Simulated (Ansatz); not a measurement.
# InPd: a single-point run

The task is a single-point run on InPd. The structure is shown as the input types it.

Program: Ansatz 0.2.0. Level of theory: DFT, LDA, all-electron PAW with datasets made for the crystal, scalar-relativistic. These are calculated values, not measurements.

## (1) Starting point

Symmetry: Pm-3m, No. 221, cubic system. Conventional cell: a = 6.304 Å, b = 6.304 Å, c = 6.304 Å, α = 90.00°, β = 90.00°, γ = 90.00°.

Structure file:

```
In Pd
1.0
     6.30423    0.00000    0.00000
     0.00000    6.30423    0.00000
     0.00000    0.00000    6.30423
In Pd
1 1
Direct
  0.00000 0.00000 0.00000
  0.50000 0.50000 0.50000
```

## (2) The calculation

Contents of input.yaml:

```yaml
crystal:
  lattice:
    - [6.30423148, 0.0, 0.0]
    - [0.0, 6.30423148, 0.0]
    - [0.0, 0.0, 6.30423148]
  atoms:
    - { symbol: In, position: [0.0, 0.0, 0.0] }
    - { symbol: Pd, position: [0.5, 0.5, 0.5] }
kpoints:
  mp_grid: { grid: [13, 13, 13] }
scf:
  occupations: { method: fermi_dirac, width: 0.03 }
  max_iter: 75
hamiltonian:
  xc: lda
  pseudopotentials: { kind: all_electron, datasets: crystal }
output:
  forces: true
  stress: true
  eigenvalues: true
  efg: { contact_densities: true }
```

On the command line:

```sh
ansatz run input.yaml --threads 1 --pin off --max-ram 2048MiB --backend cpu --events-out ev --progress --plain --runs-dir out
```

What happens when this is run?

The program finished normally, with warnings (crystal datasets made, gradients without spin orbit). That alone doesn't make the input a sound one.

The atoms are pulled far apart, so the bonds are broken and near-degenerate levels make the SCF hard. The shortest distance in the input is 5.46 Å, between atoms 1 (In) and 2 (Pd).

Fix: start from sensible bond lengths.
